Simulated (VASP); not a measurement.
Write the native input for VASP 6.6.1 that does the following.

```yaml
Task: single point
Functional: HSE06
Potentials_or_basis: VASP PAW PBE potentials, release 64 (Al, N)
Cutoff: 400 eV
k_mesh: 1 × 1 × 1
Occupations: gaussian, width 0.01 eV
Spin: no spin polarisation
Grid_for_exact_exchange_PRECFOCK: Fast
Screening_parameter: 0.2 1/A
Further_INCAR_settings: PREC = Normal; LREAL = Auto; ALGO = Normal; EDIFF = 1e-07; NBANDS = 186
```

The system is AlN.

```
CELL_PARAMETERS angstrom
-9.38360 0.00000 0.00000
4.69180 -8.12644 0.00000
0.00000 0.00000 10.03185
ATOMIC_POSITIONS crystal
Al 0.55556 0.44444 0.49965
Al 0.55556 0.44444 0.99965
Al 0.55556 0.11111 0.49965
Al 0.55556 0.11111 0.99965
Al 0.55556 0.77778 0.49965
Al 0.55556 0.77778 0.99965
Al 0.22222 0.44444 0.49965
Al 0.22222 0.44444 0.99965
Al 0.22222 0.11111 0.49965
Al 0.22222 0.11111 0.99965
Al 0.22222 0.77778 0.49965
Al 0.22222 0.77778 0.99965
Al 0.88889 0.44444 0.49965
Al 0.88889 0.44444 0.99965
Al 0.88889 0.11111 0.49965
Al 0.88889 0.11111 0.99965
Al 0.88889 0.77778 0.49965
Al 0.88889 0.77778 0.99965
Al 0.44444 0.55556 0.24965
Al 0.44444 0.55556 0.74965
Al 0.44444 0.22222 0.24965
Al 0.44444 0.22222 0.74965
Al 0.44444 0.88889 0.24965
Al 0.44444 0.88889 0.74965
Al 0.11111 0.55556 0.24965
Al 0.11111 0.55556 0.74965
Al 0.11111 0.22222 0.24965
Al 0.11111 0.22222 0.74965
Al 0.11111 0.88889 0.24965
Al 0.11111 0.88889 0.74965
Al 0.77778 0.55556 0.24965
Al 0.77778 0.55556 0.74965
Al 0.77778 0.22222 0.24965
Al 0.77778 0.22222 0.74965
Al 0.77778 0.88889 0.24965
Al 0.77778 0.88889 0.74965
N 0.55556 0.44444 0.19035
N 0.55556 0.44444 0.69035
N 0.55556 0.11111 0.19035
N 0.55556 0.11111 0.69035
N 0.55556 0.77778 0.19035
N 0.55556 0.77778 0.69035
N 0.22222 0.44444 0.19035
N 0.22222 0.44444 0.69035
N 0.22222 0.11111 0.19035
N 0.22222 0.11111 0.69035
N 0.22222 0.77778 0.19035
N 0.22222 0.77778 0.69035
N 0.88889 0.44444 0.19035
N 0.88889 0.44444 0.69035
N 0.88889 0.11111 0.19035
N 0.88889 0.11111 0.69035
N 0.88889 0.77778 0.19035
N 0.88889 0.77778 0.69035
N 0.44444 0.55556 0.44035
N 0.44444 0.55556 0.94035
N 0.44444 0.22222 0.44035
N 0.44444 0.22222 0.94035
N 0.44444 0.88889 0.44035
N 0.44444 0.88889 0.94035
N 0.11111 0.55556 0.44035
N 0.11111 0.55556 0.94035
N 0.11111 0.22222 0.44035
N 0.11111 0.22222 0.94035
N 0.11111 0.88889 0.44035
N 0.11111 0.88889 0.94035
N 0.77778 0.55556 0.44035
N 0.77778 0.55556 0.94035
N 0.77778 0.22222 0.44035
N 0.77778 0.22222 0.94035
N 0.77778 0.88889 0.44035
N 0.77778 0.88889 0.94035
```

These files were run (other wordings do the same):

POSCAR

```
AlN
1.0
   -9.3835980000      0.0000000000      0.0000000000
    4.6917990000     -8.1264360000      0.0000000000
    0.0000000000      0.0000000000     10.0318520000
Al N
36 36
Direct
    0.5555556700      0.4444443300      0.4996495000
    0.5555556700      0.4444443300      0.9996495000
    0.5555556700      0.1111110000      0.4996495000
    0.5555556700      0.1111110000      0.9996495000
    0.5555556700      0.7777776700      0.4996495000
    0.5555556700      0.7777776700      0.9996495000
    0.2222223300      0.4444443300      0.4996495000
    0.2222223300      0.4444443300      0.9996495000
    0.2222223300      0.1111110000      0.4996495000
    0.2222223300      0.1111110000      0.9996495000
    0.2222223300      0.7777776700      0.4996495000
    0.2222223300      0.7777776700      0.9996495000
    0.8888890000      0.4444443300      0.4996495000
    0.8888890000      0.4444443300      0.9996495000
    0.8888890000      0.1111110000      0.4996495000
    0.8888890000      0.1111110000      0.9996495000
    0.8888890000      0.7777776700      0.4996495000
    0.8888890000      0.7777776700      0.9996495000
    0.4444443300      0.5555556700      0.2496495000
    0.4444443300      0.5555556700      0.7496495000
    0.4444443300      0.2222223300      0.2496495000
    0.4444443300      0.2222223300      0.7496495000
    0.4444443300      0.8888890000      0.2496495000
    0.4444443300      0.8888890000      0.7496495000
    0.1111110000      0.5555556700      0.2496495000
    0.1111110000      0.5555556700      0.7496495000
    0.1111110000      0.2222223300      0.2496495000
    0.1111110000      0.2222223300      0.7496495000
    0.1111110000      0.8888890000      0.2496495000
    0.1111110000      0.8888890000      0.7496495000
    0.7777776700      0.5555556700      0.2496495000
    0.7777776700      0.5555556700      0.7496495000
    0.7777776700      0.2222223300      0.2496495000
    0.7777776700      0.2222223300      0.7496495000
    0.7777776700      0.8888890000      0.2496495000
    0.7777776700      0.8888890000      0.7496495000
    0.5555556700      0.4444443300      0.1903505000
    0.5555556700      0.4444443300      0.6903505000
    0.5555556700      0.1111110000      0.1903505000
    0.5555556700      0.1111110000      0.6903505000
    0.5555556700      0.7777776700      0.1903505000
    0.5555556700      0.7777776700      0.6903505000
    0.2222223300      0.4444443300      0.1903505000
    0.2222223300      0.4444443300      0.6903505000
    0.2222223300      0.1111110000      0.1903505000
    0.2222223300      0.1111110000      0.6903505000
    0.2222223300      0.7777776700      0.1903505000
    0.2222223300      0.7777776700      0.6903505000
    0.8888890000      0.4444443300      0.1903505000
    0.8888890000      0.4444443300      0.6903505000
    0.8888890000      0.1111110000      0.1903505000
    0.8888890000      0.1111110000      0.6903505000
    0.8888890000      0.7777776700      0.1903505000
    0.8888890000      0.7777776700      0.6903505000
    0.4444443300      0.5555556700      0.4403505000
    0.4444443300      0.5555556700      0.9403505000
    0.4444443300      0.2222223300      0.4403505000
    0.4444443300      0.2222223300      0.9403505000
    0.4444443300      0.8888890000      0.4403505000
    0.4444443300      0.8888890000      0.9403505000
    0.1111110000      0.5555556700      0.4403505000
    0.1111110000      0.5555556700      0.9403505000
    0.1111110000      0.2222223300      0.4403505000
    0.1111110000      0.2222223300      0.9403505000
    0.1111110000      0.8888890000      0.4403505000
    0.1111110000      0.8888890000      0.9403505000
    0.7777776700      0.5555556700      0.4403505000
    0.7777776700      0.5555556700      0.9403505000
    0.7777776700      0.2222223300      0.4403505000
    0.7777776700      0.2222223300      0.9403505000
    0.7777776700      0.8888890000      0.4403505000
    0.7777776700      0.8888890000      0.9403505000
```

INCAR.step1

```
SYSTEM = AlN
PREC = Normal
ENCUT = 400
EDIFF = 1E-5
ISMEAR = 0
SIGMA = 0.01
LREAL = Auto
LASPH = .True.
NELM = 80
ALGO = Normal
ISIF = 2
LWAVE = .True.
LCHARG = .False.
NBANDS = 186
ICORELEVEL = 1
GGA = PE
LUSENCCL = .False.
```

INCAR.step2

```
SYSTEM = AlN
PREC = Normal
ENCUT = 400
EDIFF = 1E-7
ISMEAR = 0
SIGMA = 0.01
LREAL = Auto
LASPH = .True.
NELM = 80
ALGO = Normal
ISIF = 2
LWAVE = .False.
LCHARG = .False.
GGA = PE
LHFCALC = .True.
HFSCREEN = 0.2
PRECFOCK = Fast
NBANDS = 186
ICORELEVEL = 1
ISTART = 1
LUSENCCL = .False.
```

KPOINTS

```
regular mesh
0
Gamma
  1 1 1
  0 0 0
```

Potentials or basis: VASP PAW PBE potentials, release 64 (Al, N).

Launch:

```sh
$ cat potpaw_PBE.64/Al/POTCAR potpaw_PBE.64/N/POTCAR > POTCAR
$ cp INCAR.step1 INCAR
$ mpirun -np 1 vasp_gam > vasp.out
$ cp INCAR.step2 INCAR
$ mpirun -np 1 vasp_gam > vasp.out
```

It gave:

| Item | Value |
| --- | --- |
| Largest force | 0.073 eV/Å |
| Band gap on the k mesh | 5.43 eV |

Caveat: the k mesh is coarse (spacing up to 0.77 Å⁻¹), so the values aren't converged, least of all with exact exchange; the PAW data sets were made with another functional, which shifts forces and pressure a little; an odd mesh through Γ misses points on the zone boundary, where band edges often lie.

Wall time 13 min on 1 × NVIDIA H100 80GB with 1 thread of AMD EPYC 7R13 Processor (Zen 3) (shared host), peak memory 1.3 GiB.
